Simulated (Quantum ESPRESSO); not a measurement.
**Ca under changes of volume**

One of the cells (43.632 Å³/atom); the others are scaled copies at fixed shape and fractional positions:

```
Ca
1.0
     0.00000    2.79420    2.79420
     2.79420    0.00000    2.79420
     2.79420    2.79420    0.00000
Ca
1
Direct
  0.00000 0.00000 0.00000
```

| Item | Value |
| --- | --- |
| Program | Quantum ESPRESSO 7.5 |
| Functional | EV93PW91 |
| Potentials or basis | PseudoDojo 0.4.1 SR PBE standard |
| Cutoff | 925 eV |
| Density cutoff | 3701 eV |
| k mesh | 8 × 8 × 8 |
| Occupations | fermi-dirac, width 0.05 eV |
| Spin | no spin polarisation |

```csv
volume (Å³/atom),energy over the lowest point (meV/atom),pressure (GPa)
41.014,72.60,3.6
41.886,54.29,3.1
42.759,?,?
43.632,25.72,2.2
44.504,15.05,1.8
45.377,6.53,1.4
46.250,0.00,1.0
```

Task: What does the run at 42.759 Å³/atom give?

Result: Energy over the lowest point 38.74 meV/atom; pressure 2.6 GPa.

Worked out: A Birch-Murnaghan fit of order 3 (a polynomial in V^(-2/3)) to the other rows has no minimum within the range. It gives 38.73 meV/atom at 42.759 Å³/atom, against the run's 38.74, and -dE/dV = 2.6 GPa, against 2.6.

Energies are extrapolated to zero smearing.

Caveats: the potentials were made for another functional, which shifts forces and pressure; the potentials were made for a functional far from this one.
